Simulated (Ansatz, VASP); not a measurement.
**ZnS: VASP beside Ansatz**

The input POSCAR:

```
ZnS
1.0
    0.1400676333      2.7663357586      2.7663357586
    2.7663357586      0.1400676333      2.7663357586
    2.7663357586      2.7663357586      0.1400676333
Zn S
1 1
Direct
    0.0000000000      0.0000000000      0.0000000000
    0.7500000000      0.7500000000      0.7500000000
```

The input INCAR.step1:

```
ALGO = Normal ; EDIFF = 1E-4
ENCUT = 520 ; GGA = PE
ISMEAR = 0 ; LASPH = T
LCHARG = F ; LREAL = F
LWAVE = T ; NBANDS = 16
NELM = 80 ; PREC = Accurate
SIGMA = 0.05
```

File INCAR.step2:

```
ALGO = Normal ; EDIFF = 1E-6
ENCUT = 520 ; ISIF = 2
ISMEAR = 0 ; ISTART = 1
LASPH = T ; LCHARG = T
LELF = T ; LMIXTAU = T
LREAL = F ; LVHAR = T
LWAVE = F ; METAGGA = R2SCAN
NBANDS = 16 ; NELM = 80
PREC = Accurate ; SIGMA = 0.05
```

KPOINTS

```
k-points
0
Gamma
  8 8 8
```

Input for Ansatz:

```yaml
crystal:
  lattice:
    - [0.1400676333, 2.7663357586, 2.7663357586]
    - [2.7663357586, 0.1400676333, 2.7663357586]
    - [2.7663357586, 2.7663357586, 0.1400676333]
  atoms:
    - { symbol: Zn, position: [0.0, 0.0, 0.0] }
    - { symbol: S, position: [0.75, 0.75, 0.75] }
basis:
  ecutwfc: 500
kpoints:
  mp_grid: { grid: [8, 8, 8] }
hamiltonian:
  xc: r2scan
scf:
  occupations: { method: gaussian, width: 0.05 }
output:
  forces: true
  stress: true
  eigenvalues: true
  write_density: true
  write_potential: true
  elf: true
  volumetric_format: npy
```

Alike in both runs: task single point; functional r2SCAN; k mesh 8 × 8 × 8; occupations gaussian, width 0.05 eV; no spin polarisation.

|  | VASP | Ansatz |
| --- | --- | --- |
| version | VASP 6.6.1 | Ansatz 0.2.0 |
| potentials or method | VASP PAW PBE potentials, release 64 (Zn, S) | scalar-relativistic, plane waves, PAW |
| plane-wave cutoff (eV) | 520 | 500 |
| valence electrons in the cell | 18 | 18 |

|  | VASP | Ansatz | Ansatz less VASP |
| --- | --- | --- | --- |
| gap on the k mesh at the Fermi level (eV) | 2.49 | 2.48 | -0.008 |
| least direct gap on the mesh (eV) | 2.49 | 2.48 | -0.008 |
| pressure (GPa) | 0.7 | 0.7 | -0.03 |
| largest component of the traceless stress (GPa) | 3.37 | 3.37 | -0.004 |
| rms of the force components (eV/Å) | 0.209 | 0.208 | -0.0004 |

Atom by atom the forces differ by 0.000 eV/Å (rms over components).

Caveats: the PAW data sets were made with another functional, which shifts forces and pressure a little (VASP). r2SCAN opens gaps a little over a GGA but as a rule still falls short of measured ones.
